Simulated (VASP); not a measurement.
Runs of VASP 6.6.1 on Rh. The structure is cubic, space group Fm-3m (No. 225). Conventional cell: a = 3.796 Å, b = 3.796 Å, c = 3.796 Å, α = 90.00°, β = 90.00°, γ = 90.00°. Rh (site symmetry m-3m) is surrounded by 12 Rh at 2.68 Å. 

```csv
task,level,potentials or basis,U,cell,cutoff (eV),smearing,k mesh for the DOS,ladder,gap on the mesh (eV),pressure (GPa),V0 of scaled cells (Å³/atom),B0 (GPa)
equation of state,PBE,"VASP PAW PBE potentials, release 64 (Rh_pv)",-,as given,520,fermi-dirac 0.05 eV,-,-,-,-,(a),257
relaxation of cell and atoms,RPBE+D4+U,"VASP PAW PBE potentials, release 54 (Rh)",Rh d U = 4 eV,relaxed,580,methfessel-paxton 0.2 eV,-,-,none,0.2,-,-
single point,PBEsol,"VASP PAW PBE potentials, release 64 (Rh_pv)",-,as given,520,fermi-dirac 0.05 eV,-,free,none,-3.8,-,-
equation of state,PBEsol,"VASP PAW PBE potentials, release 64 (Rh_pv)",-,as given,520,fermi-dirac 0.05 eV,-,free,-,-,(b),296
```

Alike in all rows: no spin polarisation; k mesh 12 × 12 × 12.

**Question.** Estimate the missing entries.

**Answer.** (a) 14.04; (b) 13.50.

Caveats: the PAW data sets were made with another functional, which shifts forces and pressure a little (some runs); U without spin polarisation on a metal has little footing (some runs); pairwise dispersion overbinds metals, which lowers pressure and volume (some runs); the U is typed as a test and isn't derived for this compound (some runs).

A k mesh can miss the band edges, and the runs leave out spin-orbit coupling on Rh.

A gap of «none» marks a metal or a gap under the smearing width.

Not every run made on this cell is shown here.
